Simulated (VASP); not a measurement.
Here is a VASP 6.6.1 calculation.

The input POSCAR:

```
As
1.0
    1.8250000000     -5.5000000000      0.0000000000
    1.8250000000      5.5000000000      0.0000000000
    0.0000000000      0.0000000000      4.4700000000
As
4
Direct
    0.3900000000      0.6100000000      0.5600000000
    0.8900000000      0.1100000000      0.9400000000
    0.6100000000      0.3900000000      0.4400000000
    0.1100000000      0.8900000000      0.0600000000
```

The input INCAR.step1:

```
SYSTEM = As
PREC = Accurate
ENCUT = 520
EDIFF = 1E-5
ISMEAR = 0
SIGMA = 0.02
LREAL = .False.
LASPH = .True.
NELM = 80
ALGO = Normal
ISIF = 2
LWAVE = .True.
LCHARG = .False.
NBANDS = 18
GGA = PE
```

INCAR.step2

```
SYSTEM = As
PREC = Accurate
ENCUT = 520
EDIFF = 1E-6
ISMEAR = 0
SIGMA = 0.02
LREAL = .False.
LASPH = .True.
NELM = 80
ALGO = Normal
ISIF = 2
LWAVE = .False.
LCHARG = .False.
METAGGA = MBJ
NBANDS = 18
ISTART = 1
```

Contents of KPOINTS:

```
regular mesh
0
Gamma
  8 8 6
  0 0 0
```

File KPOINTS_OPT:

```
path GXSRAZGYX1A1TY,ZT
20
line-mode
reciprocal
 0.0000000000  0.0000000000  0.0000000000  G
 0.2775258264  0.2775258264  0.0000000000  X

 0.2775258264  0.2775258264  0.0000000000  X
 0.0000000000  0.5000000000  0.0000000000  S

 0.0000000000  0.5000000000  0.0000000000  S
 0.0000000000  0.5000000000  0.5000000000  R

 0.0000000000  0.5000000000  0.5000000000  R
 0.2775258264  0.2775258264  0.5000000000  A

 0.2775258264  0.2775258264  0.5000000000  A
 0.0000000000  0.0000000000  0.5000000000  Z

 0.0000000000  0.0000000000  0.5000000000  Z
 0.0000000000  0.0000000000  0.0000000000  G

 0.0000000000  0.0000000000  0.0000000000  G
-0.5000000000  0.5000000000  0.0000000000  Y

-0.5000000000  0.5000000000  0.0000000000  Y
-0.2775258264  0.7224741736  0.0000000000  X1

-0.2775258264  0.7224741736  0.0000000000  X1
-0.2775258264  0.7224741736  0.5000000000  A1

-0.2775258264  0.7224741736  0.5000000000  A1
-0.5000000000  0.5000000000  0.5000000000  T

-0.5000000000  0.5000000000  0.5000000000  T
-0.5000000000  0.5000000000  0.0000000000  Y

 0.0000000000  0.0000000000  0.5000000000  Z
-0.5000000000  0.5000000000  0.5000000000  T
```

Potentials or basis: VASP PAW PBE potentials, release 64 (As).

Command:

```bash
$ cat potpaw_PBE.64/As/POTCAR > POTCAR
$ cp INCAR.step1 INCAR
$ mpirun -np 1 vasp_std > vasp.out
$ cp INCAR.step2 INCAR
$ mpirun -np 1 vasp_std > vasp.out
```

Q: Estimate the band gap on the k mesh.

A: 0.16 eV, direct.

Levels at the corners of the path, in eV from the valence-band top:
| point | band 7 | band 8 | band 9 | band 10 | band 11 | band 12 | band 13 | band 14 |
| --- | --- | --- | --- | --- | --- | --- | --- | --- |
| Γ | -3.06 | -2.22 | -1.92 | -1.05 | 2.20 | 2.38 | 2.78 | 3.62 |
| X | -2.73 | -2.69 | -2.13 | -1.80 | 0.91 | 1.01 | 1.03 | 2.11 |
| X | -2.73 | -2.69 | -2.13 | -1.80 | 0.91 | 1.01 | 1.03 | 2.11 |
| S | -2.49 | -2.49 | -2.23 | -2.23 | 1.12 | 1.12 | 1.37 | 1.37 |
| S | -2.49 | -2.49 | -2.23 | -2.23 | 1.12 | 1.12 | 1.37 | 1.37 |
| R | -4.57 | -4.57 | -1.80 | -1.80 | 2.31 | 2.31 | 4.87 | 4.87 |
| R | -4.57 | -4.57 | -1.80 | -1.80 | 2.31 | 2.31 | 4.87 | 4.87 |
| A | -3.90 | -3.90 | -1.86 | -1.86 | 2.56 | 2.56 | 4.74 | 4.74 |
| A | -3.90 | -3.90 | -1.86 | -1.86 | 2.56 | 2.56 | 4.74 | 4.74 |
| Z | -2.06 | -2.06 | -0.51 | -0.51 | 1.31 | 1.31 | 2.28 | 2.28 |
| Z | -2.06 | -2.06 | -0.51 | -0.51 | 1.31 | 1.31 | 2.28 | 2.28 |
| Γ | -3.06 | -2.22 | -1.92 | -1.05 | 2.20 | 2.38 | 2.78 | 3.62 |
| Γ | -3.06 | -2.22 | -1.92 | -1.05 | 2.20 | 2.38 | 2.78 | 3.62 |
| Y | -3.40 | -1.63 | -1.35 | 0.00 | 0.16 | 2.24 | 2.72 | 3.25 |
| Y | -3.40 | -1.63 | -1.35 | 0.00 | 0.16 | 2.24 | 2.72 | 3.25 |
| X1 | -2.73 | -2.69 | -2.13 | -1.80 | 0.91 | 1.01 | 1.03 | 2.11 |
| X1 | -2.73 | -2.69 | -2.13 | -1.80 | 0.91 | 1.01 | 1.03 | 2.11 |
| A1 | -3.90 | -3.90 | -1.86 | -1.86 | 2.56 | 2.56 | 4.74 | 4.74 |
| A1 | -3.90 | -3.90 | -1.86 | -1.86 | 2.56 | 2.56 | 4.74 | 4.74 |
| T | -1.88 | -1.88 | -0.97 | -0.97 | 1.74 | 1.74 | 2.08 | 2.08 |
| T | -1.88 | -1.88 | -0.97 | -0.97 | 1.74 | 1.74 | 2.08 | 2.08 |
| Y | -3.40 | -1.63 | -1.35 | 0.00 | 0.16 | 2.24 | 2.72 | 3.25 |
| Z | -2.06 | -2.06 | -0.51 | -0.51 | 1.31 | 1.31 | 2.28 | 2.28 |
| T | -1.88 | -1.88 | -0.97 | -0.97 | 1.74 | 1.74 | 2.08 | 2.08 |

 A k mesh can miss the band edges.
